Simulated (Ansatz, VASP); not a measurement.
# One calculation of BP, two programs

INCAR

```
SYSTEM = BP
  ALGO = Normal
  EDIFF = 1E-7
  ENCUT = 520
  GGA = PE
  ISIF = 2
  ISMEAR = 0
  LASPH = .TRUE.
  LCHARG = .FALSE.
  LREAL = .FALSE.
  LWAVE = .FALSE.
  NBANDS = 11
  NELM = 60
  PREC = Accurate
  SIGMA = 0.05
```

Contents of KPOINTS:

```
k-points
0
G
  10 10 10
  0 0 0
```

Contents of POSCAR:

```
BP
1.0
    0.0000000000      2.2741518671      2.3423764231
    2.2741518671      0.0000000000      2.3423764231
    2.2741518671      2.2741518671      0.0000000000
B P
1 1
Direct
    0.0000000000      0.0000000000      0.0000000000
    0.7500000000      0.7500000000      0.7500000000
```

Input for Ansatz:

```yaml
crystal:
  lattice:
    - [0.0, 2.2741518671, 2.3423764231]
    - [2.2741518671, 0.0, 2.3423764231]
    - [2.2741518671, 2.2741518671, 0.0]
  atoms:
    - { symbol: B, position: [0.0, 0.0, 0.0] }
    - { symbol: P, position: [0.75, 0.75, 0.75] }
basis:
  ecutwfc: 420
kpoints:
  mp_grid: { grid: [10, 10, 10] }
hamiltonian:
  xc: pbe
scf:
  occupations: { method: gaussian, width: 0.05 }
output:
  forces: true
  stress: true
  eigenvalues: true
```

Change from the starting cell: strain +0.000 along x and y, +0.030 along z, atoms carried along.

Alike in both runs: task single point; functional PBE; k mesh 10 × 10 × 10; occupations gaussian, width 0.05 eV; no spin polarisation.

|  | VASP | Ansatz |
| --- | --- | --- |
| version | VASP 6.6.1 | Ansatz 0.2.0 |
| potentials or method | VASP PAW PBE potentials, release 64 (B, P) | scalar-relativistic, plane waves, PAW |
| plane-wave cutoff (eV) | 520 | 420 |
| valence electrons in the cell | 8 | 8 |

Ansatz gave:

* gap on the k mesh at the Fermi level (eV): 1.07
* least direct gap on the mesh (eV): 3.20
* pressure (GPa): -4.5
* largest component of the traceless stress (GPa): 5.31

What did VASP give for the same quantities?

gap on the k mesh at the Fermi level (eV): 1.07; least direct gap on the mesh (eV): 3.20; pressure (GPa): -4.7; largest component of the traceless stress (GPa): 5.32.

A k mesh can miss the band edges.
